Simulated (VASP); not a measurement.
# Sc (Fm-3m) in VASP: settings compared, part 2 of 3

VASP 6.6.1.

## 3. Single point, PBE (strained and moved within a subgroup)

Contents of INCAR:

```
SYSTEM = Sc
PREC = Accurate ; ENCUT = 520
EDIFF = 1E-7 ; ISMEAR = 0
SIGMA = 0.1 ; LREAL = .FALSE.
LASPH = .TRUE. ; NELM = 100
ALGO = Fast ; ISIF = 2
LWAVE = .FALSE. ; LCHARG = .TRUE.
GGA = PE ; LELF = .TRUE.
LVHAR = .TRUE. ; NBANDS = 12
ISYM = 0
```

Contents of KPOINTS:

```
Automatic mesh
0
G
  15 15 14
  0 0 0
```

Contents of POSCAR:

```
Sc
1.0
    0.0000000000      2.0842054750      2.0842054750
    2.0842054750      0.0000000000      2.0842054750
    2.3566654750      2.3566654750     -0.2724600000
Sc
1
Direct
    0.0000000000      0.0000000000      0.0000000000
```

Potentials or basis: VASP PAW PBE potentials, release 64 (Sc_sv).

Run with:

```bash
$ cat potpaw_PBE.64/Sc_sv/POTCAR > POTCAR
$ mpirun -np 1 vasp_std > vasp.out
```

OUTCAR:

```text
SYSTEM = Sc
   PREC = Accurate
   ENCUT = 520
   EDIFF = 1E-7
   ISMEAR = 0
   LREAL = .FALSE.
   LASPH = .TRUE.
   NELM = 100
   ISIF = 2
   GGA = PE
   ISYM = 0

 ion  position               nearest neighbor table
   1  0.000  0.000  0.000-

IMPORTANT INFORMATION: All symmetrisations will be switched off!
NOSYMM: (Re-)initialisation of all symmetry stuff for point group C_1.

----------------------------------------------------------------------------------------

                                     Primitive cell

  volume of cell :      21.6578

  direct lattice vectors                    reciprocal lattice vectors
     0.000000000  2.084205475  2.084205475    -0.226789708  0.253009435  0.226789708
     2.084205475  0.000000000  2.084205475     0.253009435 -0.226789708  0.226789708
     2.356665475  2.356665475 -0.272460000     0.200569982  0.200569982 -0.200569982

  length of vectors
     2.947511650  2.947511650  3.343946587     0.408510609  0.408510609  0.347397399

  position of ions in fractional coordinates (direct lattice)
     0.000000000  0.000000000  0.000000000

  ion indices of the primitive-cell ions
   primitive index   ion index
                 1           1

----------------------------------------------------------------------------------------

 KPOINTS: Automatic mesh

Automatic generation of k-mesh.
 Grid dimensions read from file:
 generate k-points for:   15   15   14

 Generating k-lattice:

  Cartesian coordinates                     Fractional coordinates (reciprocal lattice)
    -0.015119314  0.016867296  0.015119314     0.066666667  0.000000000 -0.000000000
     0.016867296 -0.015119314  0.015119314     0.000000000  0.066666667 -0.000000000
     0.014326427  0.014326427 -0.014326427     0.000000000  0.000000000  0.071428571

  Length of vectors
     0.027234041  0.027234041  0.024814100

  Shift w.r.t. Gamma in fractional coordinates (k-lattice)
     0.000000000  0.000000000  0.000000000

 -----------------------------------------------------------------------------
|                                                                             |
|           W    W    AA    RRRRR   N    N  II  N    N   GGGG   !!!           |
|           W    W   A  A   R    R  NN   N  II  NN   N  G    G  !!!           |
|           W    W  A    A  R    R  N N  N  II  N N  N  G       !!!           |
|           W WW W  AAAAAA  RRRRR   N  N N  II  N  N N  G  GGG   !            |
|           WW  WW  A    A  R   R   N   NN  II  N   NN  G    G                |
|           W    W  A    A  R    R  N    N  II  N    N   GGGG   !!!           |
|                                                                             |
|     Your reciprocal lattice and k-lattice belong to different lattice       |
|     classes:                                                                |
|                                                                             |
|        The reciprocal lattice is rhombohedral (trigonal),                   |
|        whereas your k-lattice is base-centered monoclinic.                  |
|                                                                             |
|     Results are often still useful ...                                      |
|                                                                             |
 -----------------------------------------------------------------------------

 WARNING: IBZKPT: internal override: KBLOWUP is changed to .FALSE.
      ... skipping the blow-up phase ...

 Subroutine IBZKPT returns following result:
 ===========================================

 Found   1576 irreducible k-points:

[... 36 lines left out ...]
   PREC   = accura    normal or accurate (medium, high low for compatibility)
   ISTART =      0    job   : 0-new  1-cont  2-samecut
   ICHARG =      2    charge: 1-file 2-atom 10-const
   ISPIN  =      1    spin polarized calculation?
   LNONCOLLINEAR =      F non collinear calculations
   LSORBIT =      F    spin-orbit coupling
   LASPH  =      T    aspherical Exc in radial PAW
   ENCUT  =  520.0 eV  38.22 Ry    6.18 a.u.   5.48  5.48  6.22*2*pi/ulx,y,z
   NELM   =    100;   NELMIN=  2; NELMDL= -5     # of ELM steps
   EDIFF  = 0.1E-06   stopping-criterion for ELM
   LREAL  =      F    real-space projection
   EDIFFG = 0.1E-05   stopping-criterion for IOM
   NSW    =      0    number of steps for IOM
   IBRION =     -1    ionic relax: 0-MD 1-quasi-New 2-CG
   NFREE  =      0    steps in history (QN), initial steepest desc. (CG)
   ISIF   =      2    stress and relaxation
   ISYM   =      0    0-nonsym 1-usesym 2-fastsym
   POTIM  = 0.5000    time-step for ionic-motion
   TEBEG  =    0.0;   TEEND  =   0.0 temperature during run
   PSTRESS=    0.0 pullay stress
   NELECT =      11.0000    total number of electrons
   NUPDOWN=      -1.0000    fix difference up-down
   EMIN   =  10.00;   EMAX   =-10.00  energy-range for DOS
   EFERMI =   0.00;   METHOD = LEGACY
   ISMEAR =     0;   SIGMA  =   0.10  broadening in eV -4-tet -1-fermi 0-gaus
   EFERMI_NEDOS =   21; number of points for ismear=-14 and -15
   IALGO  =     68    algorithm
   IMIX   =      4    mixing-type and parameters
     AMIX     =   0.40;   BMIX     =  1.00
     AMIX_MAG =   1.60;   BMIX_MAG =  1.00
  volume/ion in A,a.u.               =      21.66       146.15
  Fermi-wavevector in a.u.,A,eV,Ry     =   1.306173  2.468309 23.212733  1.706088
  Thomas-Fermi vector in A             =   2.436993
   LORBIT       =      0    0 simple, 1 ext, 2 COOP (PROOUT), +10 PAW based schemes
   GGA     = PE    functional components
   LHFCALC =     F    Hartree Fock is set to
   AEXX    =    0.0000 exact exchange contribution
   IVDW    =     0    specifies the selected vdW correction
   LEPSILON=     F    determine dielectric tensor
   LRPA    =     F    only Hartree local field effects (RPA)
 non-spin polarized calculation
 RMM-DIIS sequential band-by-band and
 Gauss-broadening in eV      SIGMA  =   0.10
  energy-cutoff  :      520.00
  volume of cell :       21.66
 maximum number of plane-waves:       603
 NGX is ok and might be reduce to    24
   NGX = 11   NGY = 11   NGZ = 13

 number of electron      11.0000002 magnetization

 Free energy of the ion-electron system (eV)
  ---------------------------------------------------
  ext. energy  EPLUGINS =         0.00000000
  ---------------------------------------------------
  free energy    TOTEN  =        -5.98772845 eV

  energy without entropy =       -5.98002218  energy(sigma->0) =       -5.98387532

 E-fermi :   4.4930     XC(G=0): -10.3859

 val. band max:        4.4893388225   @ k =   0.1333   0.2000   0.4286
 cond. band min:       4.4965506014   @ k =  -0.4667   0.2000   0.3571
 fundamental gap:      0.0072117789
 Fermi energy:         4.4929752850

 k-point     1 :       0.0000    0.0000    0.0000
  band No.  band energies     occupation
      1     -44.6073      2.00000
      2     -23.0139      2.00000
      3     -22.8309      2.00000
      4     -22.8301      2.00000
      5      -0.8345      2.00000
      6       5.1561      0.00000
      7       6.5485      0.00000
      8       6.5487      0.00000
      9       8.2080      0.00000
     10       8.2085      0.00000
     11      16.4554      0.00000
     12      20.2876      0.00000
[... 331 lines left out ...]
 k-point    24 :       0.0000    0.1333   -0.0000
  band No.  band energies     occupation
      1     -44.5826      2.00000
      2     -23.0187      2.00000
      3     -22.9673      2.00000
      4     -22.8582      2.00000
      5      -0.2876      2.00000
      6       5.4058      0.00000
      7       6.1188      0.00000
      8       6.9161      0.00000
      9       7.8145      0.00000
     10       8.0183      0.00000
     11      17.2106      0.00000
     12      19.6879      0.00000

 [... further k-points ...]

------------------------ aborting loop because EDIFF is reached ----------------------------------------

  FORCE on cell =-STRESS in cart. coord.  units (eV):
  Direction    XX          YY          ZZ          XY          YZ          ZX
  --------------------------------------------------------------------------------------
  -------------------------------------------------------------------------------------
  Total        1.2099421      1.2099443      1.2086397     -0.8916186      0.8939003      0.8939015
  in kB       89.5076274     89.5077886     89.4112786    -65.9590740     66.1278727     66.1279560
  external PRESSURE =      89.4755649 kB  Pullay stress =       0.0000000 kB

 VOLUME and BASIS-vectors are now :
 -----------------------------------------------------------------------------
  energy-cutoff  :      520.00
  volume of cell :       21.66
      direct lattice vectors                 reciprocal lattice vectors
     0.000000000  2.084205475  2.084205475    -0.226789708  0.253009435  0.226789708
     2.084205475  0.000000000  2.084205475     0.253009435 -0.226789708  0.226789708
     2.356665475  2.356665475 -0.272460000     0.200569982  0.200569982 -0.200569982

 POSITION                                       TOTAL-FORCE (eV/Angst)
 -----------------------------------------------------------------------------------
      0.00000      0.00000      0.00000        -0.000001      0.000000     -0.000000
 -----------------------------------------------------------------------------------
    total drift:                               -0.000001      0.000000     -0.000000

  FREE ENERGIE OF THE ION-ELECTRON SYSTEM (eV)
  ---------------------------------------------------
  free  energy   TOTEN  =        -5.9877284537 eV

  energy  without entropy=       -5.9800221790  energy(sigma->0) =       -5.98387532
```

OSZICAR:

```text
N       E                     dE             d eps       ncg     rms          rms(c)
DAV:   1     0.738036430313E+02    0.73804E+02   -0.51349E+03 37968   0.919E+02
DAV:   2    -0.511814451039E+01   -0.78922E+02   -0.77184E+02 37848   0.285E+02
DAV:   3    -0.649294165773E+01   -0.13748E+01   -0.13483E+01 48796   0.502E+01
DAV:   4    -0.651491343584E+01   -0.21972E-01   -0.21952E-01 46828   0.509E+00
DAV:   5    -0.651525318390E+01   -0.33975E-03   -0.33974E-03 51464   0.611E-01    0.620E+00
RMM:   6    -0.604139913107E+01    0.47385E+00   -0.48224E-01 39424   0.938E+00    0.195E+00
RMM:   7    -0.599143211027E+01    0.49967E-01   -0.47519E-01 48718   0.624E+00    0.645E-01
RMM:   8    -0.598803031647E+01    0.34018E-02   -0.24968E-02 42548   0.234E+00    0.446E-01
RMM:   9    -0.598776516050E+01    0.26516E-03   -0.11430E-02 51551   0.942E-01    0.102E-01
RMM:  10    -0.598765706401E+01    0.10810E-03   -0.18593E-03 50053   0.551E-01    0.593E-02
RMM:  11    -0.598774132569E+01   -0.84262E-04   -0.71162E-04 56016   0.197E-01    0.311E-02
RMM:  12    -0.598772617920E+01    0.15146E-04   -0.73749E-05 44718   0.125E-01    0.661E-03
RMM:  13    -0.598772833998E+01   -0.21608E-05   -0.21702E-05 53645   0.441E-02    0.146E-03
RMM:  14    -0.598772835481E+01   -0.14837E-07   -0.15917E-06 49501   0.144E-02    0.130E-03
RMM:  15    -0.598772845369E+01   -0.98872E-07   -0.24884E-07 35239   0.716E-03
   1 F= -.59877285E+01 E0= -.59838753E+01  d E =-.770627E-02
```

stdout:

```text
POSCAR found type information on POSCAR Sc
 POSCAR found :  1 types and       1 ions
 scaLAPACK will be used
 LDA part: xc-table for (Slater+PW92), standard interpolation
 -----------------------------------------------------------------------------
|                                                                             |
|           W    W    AA    RRRRR   N    N  II  N    N   GGGG   !!!           |
|           W    W   A  A   R    R  NN   N  II  NN   N  G    G  !!!           |
|           W    W  A    A  R    R  N N  N  II  N N  N  G       !!!           |
|           W WW W  AAAAAA  RRRRR   N  N N  II  N  N N  G  GGG   !            |
|           WW  WW  A    A  R   R   N   NN  II  N   NN  G    G                |
|           W    W  A    A  R    R  N    N  II  N    N   GGGG   !!!           |
|                                                                             |
|     Your reciprocal lattice and k-lattice belong to different lattice       |
|     classes:                                                                |
|                                                                             |
|        The reciprocal lattice is rhombohedral (trigonal),                   |
|        whereas your k-lattice is base-centered monoclinic.                  |
|                                                                             |
|     Results are often still useful ...                                      |
|                                                                             |
 -----------------------------------------------------------------------------

 POSCAR, INCAR and KPOINTS ok, starting setup
 FFT: planning ... GRIDC
 FFT: planning ... GRID_SOFT
 FFT: planning ... GRID
 WAVECAR not read
 entering main loop
```

Wall time 3.1 min (1 thread of Intel Xeon 6975P-C (Granite Rapids), shared host); peak memory 0.48 GiB.

What came out:

```yaml
Free_energy: -5.9877 eV
Pressure: 8.9 GPa
Band_gap_on_the_k_mesh: none (metal or under the smearing width)
```

## 4. Single point, PBE (strained and moved within the space group)

Contents of INCAR:

```
SYSTEM = Sc
PREC = Accurate
ENCUT = 520
EDIFF = 1E-6
ISMEAR = 0
SIGMA = 0.1
LREAL = .FALSE.
LASPH = .TRUE.
NELM = 100
ALGO = Normal
ISIF = 2
LWAVE = .FALSE.
LCHARG = .FALSE.
GGA = PE
NBANDS = 12
```

Contents of KPOINTS:

```
Automatic mesh
0
G
  16 16 16
  0 0 0
```

Contents of POSCAR:

```
Sc
1.0
    0.0000000000      2.2838959500      2.2838959500
    2.2838959500      0.0000000000      2.2838959500
    2.2838959500      2.2838959500      0.0000000000
Sc
1
Direct
    0.0000000000      0.0000000000      0.0000000000
```

Run with:

```bash
$ cat potpaw_PBE.64/Sc_sv/POTCAR > POTCAR
$ mpirun -np 1 vasp_std > vasp.out
```

Run time: 14 s. Hardware: 1 thread of Intel Xeon 6975P-C (Granite Rapids), shared host; peak memory 0.16 GiB.

It converged, with:

```
Free energy            : -6.2008 eV
Pressure               : 1.9 GPa
Band gap on the k mesh : none (metal or under the smearing width)
```

Levels at points of the mesh, in eV from the Fermi level:
| k point | band 3 | band 4 | band 5 | band 6 | band 7 | band 8 |
| --- | --- | --- | --- | --- | --- | --- |
| (0.00, 0.00, 0.00) | -27.74 | -27.74 | -5.26 | 1.63 | 1.63 | 1.63 |
| (0.50, 0.00, 0.00) | -27.80 | -27.80 | -1.81 | 0.29 | 1.51 | 1.51 |
| (0.50, 0.50, 0.00) | -27.90 | -27.90 | -1.59 | -0.67 | 2.03 | 4.00 |

(Part 2 of 3 ends here.)
